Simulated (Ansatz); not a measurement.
## CdS: what symmetry allows forces and stress to be

```
CELL_PARAMETERS angstrom
4.39864 0.00000 0.00000
-2.19932 3.80933 0.00000
0.00000 0.00000 6.57224
ATOMIC_POSITIONS crystal
Cd 0.33333 0.66667 0.01482
Cd 0.66667 0.33333 0.51482
S 0.33333 0.66667 0.37018
S 0.66667 0.33333 0.87018
```

Level of theory: DFT PBE, scalar-relativistic, plane waves, PAW (Ansatz 0.2.0).

Cutoff 420 eV; k points 9×9×4 on the computed 4-atom cell (Γ-centred); Gaussian smearing, width 0.02 eV; no spin polarisation.

This distorted cell has space group P6_3mc, with 12 operations.

Without a calculation: in which directions can each atom feel a force?

A force must be left unchanged by every operation that keeps its atom in place, so it lies in the space that those operations leave fixed. Atoms that the group maps onto each other feel forces of one size.
```tsv
atom	site symmetry	operations at the site	equivalent to atom	allowed force (Cartesian)
Cd1	3m.	6	1	along (0.00, 0.00, 1.00)
Cd2	3m.	6	1	along (0.00, 0.00, 1.00)
S3	3m.	6	3	along (0.00, 0.00, 1.00)
S4	3m.	6	3	along (0.00, 0.00, 1.00)
```

That leaves 2 independent force components of 12, tied by 1 condition that the forces sum to zero, so 1 remains. A relaxation in this cell that keeps the symmetry moves the atoms in these directions alone.

And the stress tensor?

It must be invariant under the point group, which leaves 2 independent components: yz, xz, xy vanish; xx = yy.

Do the computed values obey this?

Yes. Forces (eV/Å):
```
Cd1  0.000  0.000 -1.677
Cd2  0.000  0.000 -1.677
S3   0.000  0.000  1.677
S4   0.000  0.000  1.677
```

Stress (GPa, compression positive, xx yy zz yz xz xy): -4.77 -4.77 9.01 0.00 0.00 0.00. The program imposes the same operations on density, forces and stress, so this confirms the analysis and is no independent test of the calculation.